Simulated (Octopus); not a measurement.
# Sn (Fd-3m) in Octopus: reference runs

Reference runs on Sn: the cell as given.

Program: Octopus 16.4. These are calculated values, not measurements. Logs are shortened: lines on timing, memory, paths and dates and some standing lists are left out, and cuts for length are marked.

### Step 1. The crystal as given

The structure is cubic, space group Fd-3m (No. 227). Conventional cell: a = 6.467 Å, b = 6.467 Å, c = 6.467 Å, α = 90.00°, β = 90.00°, γ = 90.00°. Sn (site symmetry -43m) has 4 Sn at 2.80 Å as nearest neighbours.

This isn't the form of Sn at room conditions, which is tetragonal (white tin).

### Step 2. Single point, PBEsol

Contents of inp:

```
CalculationMode = gs
UnitsOutput = eV_Angstrom
PeriodicDimensions = 3
ExperimentalFeatures = yes
PseudopotentialSet = pseudodojo_pbesol
%LatticeParameters
 1*angstrom | 1*angstrom | 1*angstrom
%
%LatticeVectors
 0 | 3.2333428 | 3.2333428
 3.2333428 | 0 | 3.2333428
 3.2333428 | 3.2333428 | 0
%
%ReducedCoordinates
 "Sn" | 0.75 | 0.75 | 0.75
 "Sn" | 0.5 | 0.5 | 0.5
%
%Spacing
 0.14289491*angstrom | 0.14289491*angstrom | 0.14289491*angstrom
%
DerivativesOrder = 8
%KPointsGrid
 7 | 7 | 7
%
KPointsUseSymmetries = yes
XCFunctional = gga_x_pbe_sol + gga_c_pbe_sol
SmearingFunction = fermi_dirac
Smearing = 0.05*eV
ExtraStates = 6
Eigensolver = chebyshev_filter
ConvRelDens = 3e-7
MaximumIter = 120
%Output
 density | cube
 elf | cube
 potential | cube
%
```

Potentials or basis: pseudodojo_pbesol (PseudoDojo 0.4, PBEsol).

Started as:

```console
$ OMP_NUM_THREADS=1 octopus > out.log
```

out.log:

```text
Running octopus

Version                : 16.4
Optional libraries     :

************************** Calculation Mode **************************
Input: [CalculationMode = gs]
**********************************************************************

Input: [SpinComponents = unpolarized]

******************************* Space ********************************
Octopus will run in 3 dimension(s).
Octopus will treat the system as periodic in 3 dimension(s).
**********************************************************************

Input: [AllElectronType = no]
Input: [PseudopotentialSet = pseudodojo_pbesol]
Reading Coordinates from ReducedCoordinates block

****************************** Species *******************************
  Species 'Sn'
    type             : pseudopotential
    file             : 'Sn.upf'
    file format      : UPF2
    valence charge   : 14.0
    atomic number    :  50
    form on file     : kleinman-bylander
    lmax             : 2
    llocal           : -1
    projectors per l : 2
    total projectors : 6
    application form : kleinman-bylander
    orbitals         :  9
    bound orbitals   :  9

**********************************************************************

***************************** Symmetries *****************************
Space group No.  227
International: Fd-3m
Schoenflies: Oh^7
Info: The system has    24 symmorphic symmetries that can be used.
  Index                Rotation matrix                      Fractional translations
    1 :     1   0   0     0   1   0     0   0   1      0.000000    0.000000    0.000000
    2 :     0   1  -1     1   0  -1     0   0  -1      0.000000    0.000000    0.000000
    3 :    -1   0   0    -1   0   1    -1   1   0      0.000000    0.000000    0.000000
    4 :     0  -1   1     0  -1   0     1  -1   0      0.000000    0.000000    0.000000
    5 :     0   1   0     0   0   1     1   0   0      0.000000    0.000000    0.000000
    6 :    -1   0   1    -1   1   0    -1   0   0      0.000000    0.000000    0.000000
[... 16 lines left out ...]
   23 :     1   0   0     0   0   1     0   1   0      0.000000    0.000000    0.000000
   24 :     0  -1   1     1  -1   0     0  -1   0      0.000000    0.000000    0.000000
Info: The system also has    24 nonsymmorphic symmetries (not used for electrons).
    1 :     1   0  -1     1   0   0     1  -1   0      0.250000    0.250000    0.250000
    2 :     0   1   0     0   1  -1    -1   1   0      0.250000    0.250000    0.250000
    3 :     0  -1   0    -1   0   0     0   0  -1      0.250000    0.250000    0.250000
    4 :    -1   0   1     0  -1   1     0   0   1      0.250000    0.250000    0.250000
    5 :    -1   1   0     0   1   0     0   1  -1      0.250000    0.250000    0.250000
    6 :     0   0   1    -1   0   1     0  -1   1      0.250000    0.250000    0.250000
[... 16 lines left out ...]
   23 :     0   0   1     0  -1   1    -1   0   1      0.250000    0.250000    0.250000
   24 :     1  -1   0     1   0   0     1   0  -1      0.250000    0.250000    0.250000
**********************************************************************

Input: [CurvMethod = curv_affine]
Input: [DerivativesStencil = stencil_stargeneral]

****************************** Lattice *******************************
  Lattice Vectors [A]
    0.000000    3.233343    3.233343
    3.233343    0.000000    3.233343
    3.233343    3.233343    0.000000
  Cell volume =            67.6060 [A^3]
  Reciprocal-Lattice Vectors [A^-1]
   -0.971624    0.971624    0.971624
    0.971624   -0.971624    0.971624
    0.971624    0.971624   -0.971624
  Cell angles [degree]
    alpha =   60.000
    beta  =   60.000
    gamma =   60.000
**********************************************************************

Checking if the generated full k-point grid is symmetric

    20 k-points generated from parameters :
 ---------------------------------------------------
    n =    7    7    7
[... 109 lines left out ...]
Input: [MixingScheme = broyden]
Info: Mixing uses    4 steps and restarts after   20 steps.
Input: [LCAOStart = lcao_states]
Input: [LCAOScaleFactor = 1.000]
Input: [LCAOMaximumOrbitalRadius = 10.58 A]

** Warning:
**   Cannot do LCAO for all states because there are not enough atomic orbitals.
**   Required: 20. Available: 18. 2 orbitals will be randomized.

Info: Unnormalized total charge =     28.004665
Info: Renormalized total charge =     28.000000

** Warning:
**   Symmetrization discrepancy ratio (scalar) =  2.84267E-05

Info: Setting up Hamiltonian.
Info: Performing initial LCAO calculation with     18 orbitals.
Info: Getting Hamiltonian matrix elements.

Eigenvalues [eV]
 #st  Spin   Eigenvalue      Occupation
#k =       1, k = (  0.000000,  0.000000,  0.000000)
   1   --   -17.686623       2.000000
   2   --   -17.686623       2.000000
   3   --   -17.686486       2.000000
   4   --   -17.602351       2.000000
   5   --   -17.602351       2.000000
   6   --   -17.293848       2.000000
[... 10 lines left out ...]
  17   --     6.373788       1.999510
  18   --     6.375047       1.999497
#k =       2, k = (  0.142857,  0.000000,  0.000000)
   1   --   -17.298944       2.000000
   2   --   -17.298636       2.000000
   3   --   -17.136630       2.000000
   4   --   -17.136246       2.000000
   5   --   -16.855857       2.000000
   6   --   -16.739274       2.000000
[... 10 lines left out ...]
  17   --     6.914507       0.151547
  18   --     7.815441       0.000000
[... 18 further k-points ...]
Fermi energy =     6.789447 eV
Generating random wavefunctions for states       19 and above
Orthogonalizing wavefunctions.
Info: Ground-state restart information will be written to 'restart/gs'.
Info: SCF using complex wavefunctions.
Info: Starting SCF iteration.

** Warning:
**   Symmetrization discrepancy ratio (scalar) =  5.23995E-03

*********************** SCF CYCLE ITER #    1 ************************
 etot  = -4.28210689E+03 abs_ev   =  1.26E+02 rel_ev   =  3.53E-01
 ediff =        1.57E+02 abs_dens =  1.18E+00 rel_dens =  4.20E-02
Matrix vector products: 500
Converged eigenvectors: 0

#  State  KPoint  Eigenvalue [eV]  Occupation    Error
      1      17      -17.770053    2.000000   ( 1.0E-03)
      1      16      -17.768776    2.000000   ( 1.5E-03)
      1      11      -17.765093    2.000000   ( 1.7E-03)
      1      13      -17.762866    2.000000   ( 1.4E-03)
      1      20      -17.760348    2.000000   ( 5.6E-04)
      1      18      -17.758652    2.000000   ( 1.5E-03)
      2      17      -17.756740    2.000000   ( 1.7E-03)
      2      18      -17.755853    2.000000   ( 1.9E-03)
[... 23 lines left out ...]
     20      11       14.156607    0.000000   ( 1.4E-01)
     20      13       14.251500    0.000000   ( 1.4E-01)
     20      19       14.326301    0.000000   ( 4.8E-02)
     20       8       14.461215    0.000000   ( 1.2E-01)
     20      18       14.539553    0.000000   ( 1.2E-01)
     20      16       14.841335    0.000000   ( 1.2E-01)
     20      17       14.870461    0.000000   ( 1.2E-01)
     20      20       15.842183    0.000000   ( 1.0E-01)

Density of states:

-%--------------------------------------------------------------------
-%--------------------------------------------------------------------
-%--------------------------------------------------------------------
-%--------------------------------------------------------------------
%%--------------------------------------------------------------------
%%--------------------------------------------------------------------
%%--------------------------------------------------------------------
%%--------------------------------------------------------------------
%%--------------------------------------------------------------------
%%------------------------%-----------%%%%-----%-%-%-%--%%---%----%---
                                            ^

Fermi energy =     3.799390 eV

**********************************************************************

*********************** SCF CYCLE ITER #    2 ************************
 etot  = -4.27939264E+03 abs_ev   =  7.12E-01 rel_ev   =  2.00E-03
 ediff =        9.97E-02 abs_dens =  1.61E-01 rel_dens =  5.75E-03
Matrix vector products: 500
Converged eigenvectors: 0
[... 139 lines left out ...]
*********************** SCF CYCLE ITER #   14 ************************
 etot  = -4.27926487E+03 abs_ev   =  6.23E-05 rel_ev   =  1.75E-07
 ediff =        3.70E-06 abs_dens =  1.34E-06 rel_dens =  4.80E-08
Matrix vector products: 500
Converged eigenvectors: 200

#  State  KPoint  Eigenvalue [eV]  Occupation    Error
      1      17      -17.798417    2.000000   ( 2.0E-08)
      1      16      -17.797215    2.000000   ( 2.2E-08)
      1      11      -17.793393    2.000000   ( 2.3E-08)
      1      13      -17.791278    2.000000   ( 2.1E-08)
      1      20      -17.788537    2.000000   ( 2.1E-08)
      1      18      -17.786841    2.000000   ( 2.1E-08)
      2      17      -17.785371    2.000000   ( 2.2E-08)
      2      18      -17.784464    2.000000   ( 2.3E-08)
[... 23 lines left out ...]
     20      13       12.486731    0.000000   ( 1.2E-02)
     20       8       12.521173    0.000000   ( 1.0E-02)
     20      10       12.560446    0.000000   ( 1.5E-03)
     20      17       12.734535    0.000000   ( 1.2E-02)
     20      18       13.001616    0.000000   ( 1.1E-02)
     20      14       13.026103    0.000000   ( 1.9E-03)
     20      20       13.109448    0.000000   ( 1.8E-02)
     20      19       13.980494    0.000000   ( 6.5E-03)

Density of states:

-%--------------------------------------------------------------------
-%--------------------------------------------------------------------
-%--------------------------------------------------------------------
%%--------------------------------------------------------------------
%%--------------------------------------------------------------------
%%--------------------------------------------------------------------
%%--------------------------------------------------------------------
%%--------------------------------------------------------------------
%%--------------------------------------------------------------------
%%--------------------------%----%------%-%%%-----%-%-%%%%%--%%%-%%---
                                               ^

Fermi energy =     3.906180 eV

**********************************************************************

Info: SCF converged in   14 iterations

** Warning:
**   Some of the states are not fully converged!

Info: Number of matrix-vector products:       7000
Info: Writing output to static/

Info: Finished writing information to 'restart/gs'.

Octopus emitted 19 warnings.
```

It took 8.6 min on 1 thread of AMD EPYC 7R43 (Zen 3), shared host; peak memory 0.72 GiB.

Results:

* Free energy: -4279.2668 eV
* Band gap on the k mesh: none (metal or under the smearing width)
